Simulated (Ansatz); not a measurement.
**InP: band gap by level of theory**

**What was measured.** The band gap of InP (F-43m) is reported as 1.42 eV at 1.6 K (a printed reference work). The runs below try to reproduce it.

The structure is cubic, space group F-43m (No. 216). The conventional cell has a = 5.861 Å, b = 5.861 Å, c = 5.861 Å, α = 90.00°, β = 90.00°, γ = 90.00°. In (site symmetry -43m) has 4 P at 2.54 Å as nearest neighbours. Around P (site symmetry -43m) lie 4 In at 2.54 Å.

```tsv
rung	level	program and potentials	cutoff (eV)	k mesh	smearing	spin	core time	chip	band gap (eV)	miss (eV)	notes
GGA	PBE	Ansatz, Ansatz PAW	420	5 × 5 × 5	fermi-dirac 0.05	off	3.6 s	Intel Xeon	0.71	-0.71	-
GGA	BLYP	Ansatz, Ansatz PAW	420	5 × 5 × 5	fermi-dirac 0.05	off	3.8 s	Intel Xeon	0.59	-0.83	potentials made for PBE, which Ansatz adapts in part
GGA	PBEsol	Ansatz, Ansatz PAW	420	5 × 5 × 5	fermi-dirac 0.05	off	3.9 s	Intel Xeon	0.61	-0.81	potentials made for PBE, which Ansatz adapts in part
GGA	PBEsol	Ansatz, Ansatz PAW	420	8 × 8 × 8	fermi-dirac 0.05	off	6.3 s	Arm Neoverse V2	0.62	-0.80	potentials made for PBE, which Ansatz adapts in part
GGA	BLYP	Ansatz, Ansatz PAW	420	8 × 8 × 8	fermi-dirac 0.05	off	6.5 s	Arm Neoverse V2	0.60	-0.82	potentials made for PBE, which Ansatz adapts in part
GGA	RPBE	Ansatz, Ansatz PAW	420	8 × 8 × 8	fermi-dirac 0.05	off	6.6 s	Arm Neoverse V2	0.85	-0.57	potentials made for PBE, which Ansatz adapts in part
LDA	LDA	Ansatz, Ansatz PAW	420	5 × 5 × 5	fermi-dirac 0.05	off	6.7 s	Intel Xeon	0.47	-0.95	potentials made for PBE, which Ansatz adapts in part
meta-GGA	r2SCAN	Ansatz, Ansatz PAW	500	5 × 5 × 5	fermi-dirac 0.05	off	7.4 s	Intel Xeon	1.16	-0.26	potentials made for PBE, which Ansatz adapts in part
GGA	revPBE	Ansatz, Ansatz PAW	420	8 × 8 × 8	fermi-dirac 0.05	off	9.5 s	Arm Neoverse V2	0.81	-0.61	potentials made for PBE, which Ansatz adapts in part
meta-GGA	r2SCAN	Ansatz, Ansatz PAW	500	8 × 8 × 8	fermi-dirac 0.05	off	14 s	Arm Neoverse V2	1.16	-0.26	potentials made for PBE, which Ansatz adapts in part
GGA	PBEsol	Ansatz, Ansatz PAW	420	8 × 8 × 8	fermi-dirac 0.05	SOC, no magnetisation	19 s	Intel Xeon	0.59	-0.83	potentials made for PBE, which Ansatz adapts in part
```

Times are single runs on shared hosts and different chips, so they are rough; meshes, cutoffs and the tasks' sizes weigh on the time. Task: band structure. Gaps are the least found on the k mesh or the band path, and a mesh can miss the band edges. Smearing widths are in eV. The cell comes from a database and isn't always the measured one. Meshes differ between rows, which moves values too. All levels ran on this one cell, unrelaxed unless noted. Meshes are those of the run's cell of 2 atoms unless a note names another. Misses use the values as printed. Runs on faulty files, with rough fits or with known faults for this quantity aren't shown.

By rung: LDA 0.47; GGA 0.59 to 0.85; GGA with SOC 0.59; meta-GGA 1.16 (eV). Measured: 1.42 eV at 1.6 K (a printed reference work). Closest is r2SCAN with Ansatz, Ansatz PAW (-0.26 eV), and PBE misses by -0.71 eV on plain settings. LDA and GGA gaps fall short mostly because these functionals lack the derivative discontinuity; the runs are for a static lattice, while measurements hold temperature and zero-point motion.
